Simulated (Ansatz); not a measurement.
## The polar optical mode of AlN at 16 GPa, worked through

These are results of DFT PBE, scalar-relativistic, plane waves, PAW (Ansatz), not measurements. Plane waves to 420 eV; Γ-centred k mesh 10×10×10; fixed occupations. No spin polarisation. Phonons by linear response, acoustic sum rule imposed.

The cell, relaxed at 16 GPa:
```cif
data_structure
_symmetry_space_group_name_H-M 'F-43m'
_symmetry_Int_Tables_number 216
_cell_length_a 4.2986
_cell_length_b 4.2986
_cell_length_c 4.2986
_cell_angle_alpha 90.000
_cell_angle_beta 90.000
_cell_angle_gamma 90.000
_cell_volume 79.43
loop_
_atom_site_label
_atom_site_type_symbol
_atom_site_symmetry_multiplicity
_atom_site_Wyckoff_symbol
_atom_site_fract_x
_atom_site_fract_y
_atom_site_fract_z
_atom_site_occupancy
Al1 Al 4 a 0.00000 0.00000 0.00000 1
N1 N 4 c 0.25000 0.25000 0.25000 1
```

Other phases may be more stable at this pressure.

Linear response gives ν_TO = 703.1 cm⁻¹, Born charges ±2.541 e (positive on Al) and ε∞ = 4.498. The primitive cell holds 19.857 Å³, and the masses are 26.982 and 14.007 amu.

Problem. Find ν_LO and the static dielectric constant.

Solution. The long-wave field adds a restoring force: ω_LO² − ω_TO² = Z*²e²/(ε_vac ε∞ μV). In these units ν_LO² − ν_TO² = 4.92064×10⁷ Z*²/(μ V ε∞) cm⁻², with μ = m₁m₂/(m₁ + m₂) = 9.220 amu: 385677 cm⁻². So ν_LO = √(703.1² + 385677) = 938.1 cm⁻¹, and the run gives 938.1. Lyddane–Sachs–Teller then gives ε0 = ε∞ (ν_LO/ν_TO)² = 8.01, against 8.01 in the run (it forms both from the same three quantities, so the match checks the arithmetic only). Between ν_TO and ν_LO the dielectric function is negative and an undamped crystal reflects fully: a reststrahlen band from 10.7 to 14.2 μm.

Problem. What do the Clausius–Mossotti polarisability and the Szigeti charge come to?

Solution. With the Lorentz local field, α = (3V/4π)(ε∞ − 1)/(ε∞ + 2) = 2.55 Å³ for the pair, and e_S = 3Z*/(ε∞ + 2) = 1.17 e. The Born charge includes the electrons' response to the dipole's own local field, and e_S takes that enhancement out. The Lorentz field assumes point-like polarisable ions, a poor picture once ε∞ is this large, since the electron clouds then overlap or are shared, so both numbers are formal here.

Problem. How strongly does a slow electron couple to the LO mode?

Solution. For one isotropic parabolic band, Fröhlich's constant is α_F = (1/ε∞ − 1/ε0) √(m* Ry/ħω_LO), with Ry = 13.606 eV, ħω_LO = 116.3 meV and m* in free-electron masses: α_F = 0.0974 × 10.82 × √m* = 1.05 √m*. The band mass isn't part of this run; for m* = 0.1, 0.3 and 1 it gives 0.33, 0.58, 1.05. In weak coupling the polaron lies α_F ħω_LO below the band edge (67 meV at m* = 0.3) with a mass m*(1 + α_F/6); past α_F of about 5 or 6 that expansion fails. A semilocal functional's ε∞ tends to be too large, which taken alone lowers α_F.

This zinc-blende form isn't the usual stable structure of the compound at low pressure.

Cost: 1 run of about 0.46 core-minutes, on Arm Neoverse V1 (shared hosts).